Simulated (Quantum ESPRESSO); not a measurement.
Crystal: BAs.

```
As B
1.0
     0.00000    2.38850    2.38850
     2.38850    0.00000    2.38850
     2.38850    2.38850    0.00000
As B
1 1
Direct
  0.75000 0.75000 0.75000
  0.00000 0.00000 0.00000
```

Base run:

```yaml
Program: Quantum ESPRESSO 7.5
Functional: PBEsol
Potentials_or_basis: PseudoDojo 0.4.1 SR PBEsol standard
Cutoff: 1143 eV
Density_cutoff: 4572 eV
k_mesh: 14 × 14 × 14
Occupations: fixed
Spin: no spin polarisation
```

Its results: band gap on the k mesh, mean-field level 1.11 eV, indirect (least direct gap 3.26 eV).

Task: The run is repeated on the same cell with these changes: k mesh from 14 × 14 × 14 to 6 × 6 × 6; k mesh of the self-consistent run from 14 × 14 × 14 to 10 × 10 × 10. What comes out?

Result: Band gap on the k mesh, mean-field level 1.20 eV, indirect (least direct gap 3.26 eV).

A k mesh can miss the band edges.
